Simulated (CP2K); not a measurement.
The system is KBr.

```
Br K
1.0
     4.66690    0.00000    0.00000
     2.33345    4.04166    0.00000
     2.33345    1.34722    3.81051
Br K
1 1
Direct
  0.50000 0.50000 0.50000
  0.00000 0.00000 0.00000
```

Base run:

```yaml
Program: CP2K 2026.2
Functional: MS2
Potentials_or_basis: POTENTIAL_UZH Br GTH-PBE-q7, K GTH-PBE-q9; TZVP-MOLOPT-PBE-GTH basis
Density_cutoff: 9184 eV
k_mesh: 7 × 7 × 7
Occupations: fermi-dirac, width 0.05 eV
Spin: no spin polarisation
```

Its results: band gap on the k mesh 5.04 eV, direct; pressure 0.1 GPa.

Question: After a change of settings the same cell gave: band gap on the k mesh 4.68 eV, direct; pressure 1.2 GPa. Which change was it?
A. functional from MS2 to vdW-DF-cx
B. functional from MS2 to LDA
C. functional from MS2 to BEEF-vdW
D. functional from MS2 to PBE

Answer: C.

Caveats: the potentials were made for another functional, which shifts forces and pressure; the basis of atomic orbitals isn't converged, which shifts pressures, moduli and gaps.

Not every run made on this cell is shown here.
